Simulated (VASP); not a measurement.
# KCl (Sylvite) (Fm-3m) in VASP: further runs

Aim: see how the results for KCl (Sylvite) move with the level of theory and the settings. Levels: PBE-EpsX, B3LYP, PBE. Tasks: electric field gradients, band structure, evGW0 quasiparticle levels.

All numbers are computed with VASP 6.6.1; they aren't measurements. Logs are shortened: lines on timing, memory, paths and dates and some standing lists are left out, and cuts for length are marked.

## 1. The structure

The structure is cubic, space group Fm-3m (No. 225). Conventional cell: a = 6.293 Å, b = 6.293 Å, c = 6.293 Å, α = 90.00°, β = 90.00°, γ = 90.00°. Around K (site symmetry m-3m) lie 6 Cl at 3.15 Å. Cl (site symmetry m-3m) is surrounded by 6 K at 3.15 Å.

## 2. Electric field gradients, PBE-EpsX

Input file POSCAR:

```
KCl
4.4498
    0.000000000000      0.707103690053      0.707103690053
    0.707103690053      0.000000000000      0.707103690053
    0.707103690053      0.707103690053      0.000000000000
K Cl
1 1
Direct
    0.0000000000      0.0000000000      0.0000000000
    0.5000000000      0.5000000000      0.5000000000
```

Input file INCAR.step1:

```
SYSTEM = KCl
PREC     = Accurate       ! precision mode
ENCUT    = 520            ! plane-wave cutoff, eV
ISMEAR   = -1             ! smearing method
SIGMA    = 0.02           ! smearing width, eV
LREAL    = .False.        ! projectors in reciprocal space
LASPH    = .True.         ! aspherical terms in the spheres
NELM     = 80             ! most SCF steps
ALGO     = Normal         ! electronic algorithm
ISIF     = 2              ! what is computed and relaxed
LWAVE    = .False.        ! write WAVECAR
LCHARG   = .False.        ! write CHGCAR
GGA      = PE             ! functional
LEPSILON = .True.         ! dielectric tensor by DFPT
EDIFF    = 1E-8           ! SCF threshold, eV
```

Input file KPOINTS.step1:

```
Automatic mesh
0
G
  7 7 7
  0 0 0
```

Input file INCAR.step2:

```
SYSTEM = KCl
PREC     = Accurate       ! precision mode
ENCUT    = 520            ! plane-wave cutoff, eV
ISMEAR   = -1             ! smearing method
SIGMA    = 0.02           ! smearing width, eV
LREAL    = .False.        ! projectors in reciprocal space
LASPH    = .True.         ! aspherical terms in the spheres
NELM     = 80             ! most SCF steps
ALGO     = Normal         ! electronic algorithm
ISIF     = 2              ! what is computed and relaxed
LWAVE    = .True.         ! write WAVECAR
LCHARG   = .False.        ! write CHGCAR
GGA      = PE             ! functional
EDIFF    = 1E-5           ! SCF threshold, eV
```

Input file KPOINTS.step2:

```
Automatic mesh
0
Gamma
  4 4 4
  0 0 0
```

Input file INCAR.step3:

```
SYSTEM = KCl
PREC     = Accurate       ! precision mode
ENCUT    = 520            ! plane-wave cutoff, eV
EDIFF    = 1E-8           ! SCF threshold, eV
ISMEAR   = -1             ! smearing method
SIGMA    = 0.02           ! smearing width, eV
LREAL    = .False.        ! projectors in reciprocal space
LASPH    = .True.         ! aspherical terms in the spheres
NELM     = 80             ! most SCF steps
ALGO     = Normal         ! electronic algorithm
ISIF     = 2              ! what is computed and relaxed
LWAVE    = .False.        ! write WAVECAR
LCHARG   = .False.        ! write CHGCAR
GGA      = PE             ! functional
LHFCALC  = .True.         ! exact exchange
AEXX     = 0.43           ! exact-exchange fraction
PRECFOCK = Fast         
HFRCUT   = -1           
LEFG     = .True.       
ISTART   = 1
```

Input file KPOINTS.step3:

```
Automatic mesh
0
Gamma
  4 4 4
  0 0 0
```

Potentials or basis: VASP PAW PBE potentials, release 64 (K_sv, Cl).

The run is started by

```console
$ cat potpaw_PBE.64/K_sv/POTCAR potpaw_PBE.64/Cl/POTCAR > POTCAR
$ cp INCAR.step1 INCAR
$ cp KPOINTS.step1 KPOINTS
$ mpirun -np 1 vasp_std > vasp.out
$ cp INCAR.step2 INCAR
$ cp KPOINTS.step2 KPOINTS
$ mpirun -np 1 vasp_std > vasp.out
$ cp INCAR.step3 INCAR
$ cp KPOINTS.step3 KPOINTS
$ mpirun -np 1 vasp_std > vasp.out
```

OUTCAR:

```text
SYSTEM = KCl
   PREC = Accurate
   ENCUT = 520
   EDIFF = 1E-8
   ISMEAR = -1
   LREAL = .False.
   LASPH = .True.
   NELM = 80
   ISIF = 2
   GGA = PE
   LHFCALC = .True.
   AEXX = 0.43
   PRECFOCK = Fast
   ISTART = 1

 ion  position               nearest neighbor table
   1  0.000  0.000  0.000-   2 3.15   2 3.15   2 3.15   2 3.15   2 3.15   2 3.15
   2  0.500  0.500  0.500-   1 3.15   1 3.15   1 3.15   1 3.15   1 3.15   1 3.15

  LATTYP: Found a face centered cubic cell.
 ALAT       =     6.2929400000

  Lattice vectors:

 A1 = (   0.0000000000,   3.1464700000,   3.1464700000)
 A2 = (   3.1464700000,   0.0000000000,   3.1464700000)
 A3 = (   3.1464700000,   3.1464700000,   0.0000000000)

Analysis of symmetry for initial positions (statically):
=====================================================================
 Subroutine PRICEL returns:
 Original cell was already a primitive cell.

 Routine SETGRP: Setting up the symmetry group for a
 face centered cubic supercell.

 Subroutine GETGRP returns: Found 48 space group operations
 (whereof 48 operations were pure point group operations)
 out of a pool of 48 trial point group operations.

The static configuration has the point symmetry O_h .

Analysis of symmetry for dynamics (positions and initial velocities):
=====================================================================
 Subroutine PRICEL returns:
 Original cell was already a primitive cell.

 Routine SETGRP: Setting up the symmetry group for a
 face centered cubic supercell.

 Subroutine GETGRP returns: Found 48 space group operations
 (whereof 48 operations were pure point group operations)
 out of a pool of 48 trial point group operations.

The dynamic configuration has the point symmetry O_h .

 Subroutine INISYM returns: Found 48 space group operations
 (whereof 48 operations are pure point group operations),
 and found     1 'primitive' translations

----------------------------------------------------------------------------------------

                                     Primitive cell

  volume of cell :      62.3018

  direct lattice vectors                    reciprocal lattice vectors
     0.000000000  3.146470000  3.146470000    -0.158908237  0.158908237  0.158908237
[... 127 lines left out ...]

 val. band max:       -4.2480998810   @ k =   0.0000   0.0000   0.0000
 cond. band min:       4.4938620272   @ k =   0.0000   0.0000   0.0000
 fundamental gap:      8.7419619082
 Fermi energy:        -3.7664378546

 k-point     1 :       0.0000    0.0000    0.0000
  band No.  band energies     occupation
      1     -35.0233      2.00000
      2     -18.3775      2.00000
      3     -16.1373      2.00000
      4     -16.1373      2.00000
      5     -16.1373      2.00000
      6      -4.2481      2.00000
      7      -4.2481      2.00000
      8      -4.2481      2.00000
      9       4.4939      0.00000
     10       8.1097      0.00000
     11       8.1097      0.00000
     12       8.1097      0.00000
[... 91 lines left out ...]
 k-point     8 :      -0.2500    0.5000    0.2500
  band No.  band energies     occupation
      1     -35.0087      2.00000
      2     -18.3375      2.00000
      3     -16.2433      2.00000
      4     -16.2433      2.00000
      5     -16.0585      2.00000
      6      -4.7837      2.00000
      7      -4.7833      2.00000
      8      -4.7833      2.00000
      9       7.5537      0.00000
     10       7.5537      0.00000
     11       9.1682      0.00000
     12       9.8799      0.00000

------------------------ aborting loop because EDIFF is reached ----------------------------------------

  FORCE on cell =-STRESS in cart. coord.  units (eV):
  Direction    XX          YY          ZZ          XY          YZ          ZX
  --------------------------------------------------------------------------------------
  -------------------------------------------------------------------------------------
  Total        0.0818008      0.0818008      0.0818008     -0.0000000      0.0000000      0.0000000
  in kB        2.1036204      2.1036204      2.1036204     -0.0000000      0.0000000      0.0000000
  external PRESSURE =       2.1036204 kB  Pullay stress =       0.0000000 kB

 VOLUME and BASIS-vectors are now :
 -----------------------------------------------------------------------------
  energy-cutoff  :      520.00
  volume of cell :       62.30
      direct lattice vectors                 reciprocal lattice vectors
     0.000000000  3.146470000  3.146470000    -0.158908237  0.158908237  0.158908237
     3.146470000  0.000000000  3.146470000     0.158908237 -0.158908237  0.158908237
     3.146470000  3.146470000  0.000000000     0.158908237  0.158908237 -0.158908237

 POSITION                                       TOTAL-FORCE (eV/Angst)
 -----------------------------------------------------------------------------------
      0.00000      0.00000      0.00000         0.000000      0.000000      0.000000
      3.14647      3.14647      3.14647         0.000000      0.000000      0.000000
 -----------------------------------------------------------------------------------
    total drift:                                0.000000     -0.000000      0.000000

  FREE ENERGIE OF THE ION-ELECTRON SYSTEM (eV)
  ---------------------------------------------------
  free  energy   TOTEN  =        -9.5281245511 eV

  energy  without entropy=       -9.5281245511  energy(sigma->0) =       -9.52812455

 Electric field gradients (V/A^2)
---------------------------------------------------------------------
 ion       V_xx      V_yy      V_zz      V_xy      V_xz      V_yz
---------------------------------------------------------------------
   1       0.000    -0.000     0.000    -0.000    -0.000    -0.000
   2       0.000    -0.000     0.000     0.000     0.000     0.000
---------------------------------------------------------------------

 Electric field gradients after diagonalization (V/A^2)
 (convention: |V_zz| > |V_xx| > |V_yy|)
----------------------------------------------------------------------
 ion       V_xx      V_yy      V_zz     asymmetry (V_yy - V_xx)/ V_zz
----------------------------------------------------------------------
   1       0.000     0.000    -0.000       0.010
   2      -0.000    -0.000     0.001       0.244
----------------------------------------------------------------------

           NMR quadrupolar parameters

 Cq : quadrupolar parameter    Cq=e*Q*V_zz/h
 eta: asymmetry parameters     (V_yy - V_xx)/ V_zz
 Q  : nuclear electric quadrupole moment in mb (millibarn)
----------------------------------------------------------------------
 ion       Cq(MHz)       eta       Q (mb)
----------------------------------------------------------------------
   1      -0.000       0.010       1.000
   2       0.000       0.244       1.000
----------------------------------------------------------------------
```

Run time: 6.9 min. Hardware: 1 thread of Intel Xeon Platinum 8488C (Sapphire Rapids), shared host; peak memory 0.27 GiB.

Results:

```
Free energy            : -9.5281 eV
Pressure               : 0.2 GPa
Band gap on the k mesh : 8.74 eV, direct
```

Levels at points of the mesh, in eV from the valence-band top:
```
           k point  band 6  band 7  band 8  band 9  band 10  band 11
(0.00, 0.00, 0.00)    0.00    0.00    0.00    8.74    12.36    12.36
(0.50, 0.00, 0.00)   -1.16   -0.35   -0.35   11.15    12.50    14.95
(0.50, 0.50, 0.00)   -0.75   -0.26   -0.26   10.19    12.21    13.83
```

Electric field gradients, principal values (V/Å²):
```csv
atom,Vxx,Vyy,Vzz
1 K,0.000,0.000,0.000
2 Cl,0.000,0.000,0.001
```

Caveat: the k mesh is coarse (spacing up to 0.43 Å⁻¹), so the values aren't converged, least of all with exact exchange; the PAW data sets were made with another functional, which shifts forces and pressure a little.

## 3. Band structure, B3LYP

Input file POSCAR:

```
KCl
1.0
    0.0000000000      3.1464700000      3.1464700000
    3.1464700000      0.0000000000      3.1464700000
    3.1464700000      3.1464700000      0.0000000000
K Cl
1 1
Direct
    0.0000000000      0.0000000000      0.0000000000
    0.5000000000      0.5000000000      0.5000000000
```

Input file INCAR.step1:

```
PREC = Accurate
ENCUT = 520
EDIFF = 1E-5
ISMEAR = -1
SIGMA = 0.05
LREAL = F
LASPH = T
NELM = 80
ALGO = Normal
ISIF = 2
LWAVE = T
LCHARG = F
NBANDS = 15
GGA = PE
```

Input file INCAR.step2:

```
PREC = Accurate
ENCUT = 520
EDIFF = 1E-7
ISMEAR = -1
SIGMA = 0.05
LREAL = F
LASPH = T
NELM = 80
ALGO = Normal
ISIF = 2
LWAVE = F
LCHARG = F
GGA = B3
LHFCALC = T
AEXX = 0.2
AGGAX = 0.72
AGGAC = 0.81
ALDAC = 0.19
PRECFOCK = Fast
NBANDS = 15
ISTART = 1
HFRCUT = -1
```

Input file KPOINTS:

```
Automatic mesh
0
Gamma
  4 4 4
```

Input file KPOINTS_OPT:

```
path GXWKGLUWLK,UX
12
line-mode
reciprocal
 0.0000000000  0.0000000000  0.0000000000  G
 0.5000000000  0.0000000000  0.5000000000  X

 0.5000000000  0.0000000000  0.5000000000  X
 0.5000000000  0.2500000000  0.7500000000  W

 0.5000000000  0.2500000000  0.7500000000  W
 0.3750000000  0.3750000000  0.7500000000  K

 0.3750000000  0.3750000000  0.7500000000  K
 0.0000000000  0.0000000000  0.0000000000  G

 0.0000000000  0.0000000000  0.0000000000  G
 0.5000000000  0.5000000000  0.5000000000  L

 0.5000000000  0.5000000000  0.5000000000  L
 0.6250000000  0.2500000000  0.6250000000  U

 0.6250000000  0.2500000000  0.6250000000  U
 0.5000000000  0.2500000000  0.7500000000  W

 0.5000000000  0.2500000000  0.7500000000  W
 0.5000000000  0.5000000000  0.5000000000  L

 0.5000000000  0.5000000000  0.5000000000  L
 0.3750000000  0.3750000000  0.7500000000  K

 0.6250000000  0.2500000000  0.6250000000  U
 0.5000000000  0.0000000000  0.5000000000  X
```

Potentials or basis: VASP PAW PBE potentials, release 64 (K_sv, Cl).

The run is started by

```console
$ cat potpaw_PBE.64/K_sv/POTCAR potpaw_PBE.64/Cl/POTCAR > POTCAR
$ cp INCAR.step1 INCAR
$ mpirun -np 1 vasp_std > vasp.out
$ cp INCAR.step2 INCAR
$ mpirun -np 1 vasp_std > vasp.out
```

OUTCAR:

```text
PREC = Accurate
   ENCUT = 520
   EDIFF = 1E-7
   ISMEAR = -1
   LREAL = F
   LASPH = T
   NELM = 80
   ISIF = 2
   GGA = B3
   LHFCALC = T
   AEXX = 0.2
   PRECFOCK = Fast
   ISTART = 1

 ion  position               nearest neighbor table
   1  0.000  0.000  0.000-   2 3.15   2 3.15   2 3.15   2 3.15   2 3.15   2 3.15
   2  0.500  0.500  0.500-   1 3.15   1 3.15   1 3.15   1 3.15   1 3.15   1 3.15

  LATTYP: Found a face centered cubic cell.
[... 323 lines left out ...]
     15      11.0617      0.00000

------------------------ aborting loop because EDIFF is reached ----------------------------------------

  FORCE on cell =-STRESS in cart. coord.  units (eV):
  Direction    XX          YY          ZZ          XY          YZ          ZX
  --------------------------------------------------------------------------------------
  -------------------------------------------------------------------------------------
  Total        0.3787772      0.3787772      0.3787772     -0.0000000      0.0000000     -0.0000000
  in kB        9.7407787      9.7407787      9.7407787     -0.0000000      0.0000000     -0.0000000
  external PRESSURE =       9.7407787 kB  Pullay stress =       0.0000000 kB

 VOLUME and BASIS-vectors are now :
 -----------------------------------------------------------------------------
  energy-cutoff  :      520.00
  volume of cell :       62.30
      direct lattice vectors                 reciprocal lattice vectors
     0.000000000  3.146470000  3.146470000    -0.158908237  0.158908237  0.158908237
     3.146470000  0.000000000  3.146470000     0.158908237 -0.158908237  0.158908237
     3.146470000  3.146470000  0.000000000     0.158908237  0.158908237 -0.158908237

 POSITION                                       TOTAL-FORCE (eV/Angst)
 -----------------------------------------------------------------------------------
      0.00000      0.00000      0.00000        -0.000000      0.000000     -0.000000
      3.14647      3.14647      3.14647         0.000000      0.000000      0.000000
 -----------------------------------------------------------------------------------
    total drift:                                0.000000     -0.000000     -0.000000

  FREE ENERGIE OF THE ION-ELECTRON SYSTEM (eV)
  ---------------------------------------------------
  free  energy   TOTEN  =        -7.7954990449 eV

  energy  without entropy=       -7.7954990449  energy(sigma->0) =       -7.79549904
```

OUTCAR.step1:

```text
PREC = Accurate
   ENCUT = 520
   EDIFF = 1E-5
   ISMEAR = -1
   LREAL = F
[... 348 lines left out ...]
      0.00000      0.00000      0.00000         0.000000      0.000000      0.000000
      3.14647      3.14647      3.14647         0.000000     -0.000000     -0.000000
 -----------------------------------------------------------------------------------
    total drift:                                0.000000      0.000000      0.000000

  FREE ENERGIE OF THE ION-ELECTRON SYSTEM (eV)
  ---------------------------------------------------
  free  energy   TOTEN  =        -6.8036806446 eV

  energy  without entropy=       -6.8036806445  energy(sigma->0) =       -6.80368064
```

Run time: 15 min. Hardware: 1 thread of Intel Xeon 6975P-C (Granite Rapids), shared host; peak memory 0.25 GiB.

What came out:

```yaml
Free_energy: -7.7955 eV
Pressure: 1.0 GPa
Band_gap_on_the_k_mesh: 6.79 eV, direct
Band_gap_along_the_path: 6.79 eV, direct
```

Levels at the corners of the path, in eV from the valence-band top:
| point | band 4 | band 5 | band 6 | band 7 | band 8 | band 9 | band 10 | band 11 | band 12 | band 13 |
| --- | --- | --- | --- | --- | --- | --- | --- | --- | --- | --- |
| Γ | -11.30 | -11.30 | 0.00 | 0.00 | 0.00 | 6.79 | 10.13 | 10.13 | 10.13 | 11.12 |
| X | -11.36 | -11.36 | -0.70 | -0.24 | -0.24 | 8.20 | 10.03 | 11.86 | 12.19 | 12.56 |
| X | -11.36 | -11.36 | -0.70 | -0.24 | -0.24 | 8.20 | 10.03 | 11.86 | 12.19 | 12.56 |
| W | -11.41 | -11.22 | -0.52 | -0.50 | -0.50 | 9.77 | 9.77 | 11.19 | 11.74 | 13.76 |
| W | -11.41 | -11.22 | -0.52 | -0.50 | -0.50 | 9.77 | 9.77 | 11.19 | 11.74 | 13.76 |
| K | -11.34 | -11.25 | -0.60 | -0.58 | -0.31 | 8.98 | 10.85 | 11.02 | 11.97 | 12.91 |
| K | -11.34 | -11.25 | -0.60 | -0.58 | -0.31 | 8.98 | 10.85 | 11.02 | 11.97 | 12.91 |
| Γ | -11.30 | -11.30 | 0.00 | 0.00 | 0.00 | 6.79 | 10.13 | 10.13 | 10.13 | 11.12 |
| Γ | -11.30 | -11.30 | 0.00 | 0.00 | 0.00 | 6.79 | 10.13 | 10.13 | 10.13 | 11.12 |
| L | -11.31 | -11.06 | -1.11 | -0.34 | -0.34 | 9.25 | 10.39 | 12.46 | 12.46 | 13.17 |
| L | -11.31 | -11.06 | -1.11 | -0.34 | -0.34 | 9.25 | 10.39 | 12.46 | 12.46 | 13.17 |
| U | -11.34 | -11.25 | -0.60 | -0.58 | -0.31 | 8.98 | 10.85 | 11.02 | 11.97 | 12.91 |
| U | -11.34 | -11.25 | -0.60 | -0.58 | -0.31 | 8.98 | 10.85 | 11.02 | 11.97 | 12.91 |
| W | -11.41 | -11.22 | -0.52 | -0.50 | -0.50 | 9.77 | 9.77 | 11.19 | 11.74 | 13.76 |
| W | -11.41 | -11.22 | -0.52 | -0.50 | -0.50 | 9.77 | 9.77 | 11.19 | 11.74 | 13.76 |
| L | -11.31 | -11.06 | -1.11 | -0.34 | -0.34 | 9.25 | 10.39 | 12.46 | 12.46 | 13.17 |
| L | -11.31 | -11.06 | -1.11 | -0.34 | -0.34 | 9.25 | 10.39 | 12.46 | 12.46 | 13.17 |
| K | -11.34 | -11.25 | -0.60 | -0.58 | -0.31 | 8.98 | 10.85 | 11.02 | 11.97 | 12.91 |
| U | -11.34 | -11.25 | -0.60 | -0.58 | -0.31 | 8.98 | 10.85 | 11.02 | 11.97 | 12.91 |
| X | -11.36 | -11.36 | -0.70 | -0.24 | -0.24 | 8.20 | 10.03 | 11.86 | 12.19 | 12.56 |

Caveat: the k mesh is coarse (spacing up to 0.43 Å⁻¹), so the values aren't converged, least of all with exact exchange; the PAW data sets were made with another functional, which shifts forces and pressure a little.

[end of part 1 of 2]
